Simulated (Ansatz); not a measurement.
The system is Bi.

```
Bi
1.0
    -4.44975    4.44975    2.06563
     4.44975   -4.44975    2.06563
     4.44975    4.44975   -2.06563
Bi
4
Direct
  0.14566 0.35434 0.50000
  0.85434 0.64566 0.50000
  0.64566 0.14566 0.79131
  0.35434 0.85434 0.20869
```

This isn't the form of Bi at room conditions, which is rhombohedral.

Base run:

| Quantity | Value |
| --- | --- |
| Program | Ansatz 0.2.0 |
| Functional | PBEsol |
| Potentials or basis | Ansatz PAW |
| Cutoff | 420 eV (not typed: the program's choice for these potentials) |
| k mesh | 7 × 7 × 7 |
| Occupations | fermi-dirac, width 0.05 eV |
| Spin | no spin polarisation |

Its results: band gap on the k mesh none (metal or under the smearing width); pressure -1.8 GPa; largest force 0.122 eV/Å.

Question: The run is repeated on the same cell with these changes: spin from no spin polarisation to spin-orbit coupling, no magnetisation; potential files from those of the base run to others of the same set. What comes out?

Answer: Band gap on the k mesh none (metal or under the smearing width); pressure -0.8 GPa; largest force 0.161 eV/Å.

Caveats: the PAW data sets come from PBE, with cores solved anew for the run's functional, which leaves a small shift of forces and pressure; spin-orbit coupling is left out, which moves the levels of the heavy elements (some runs).
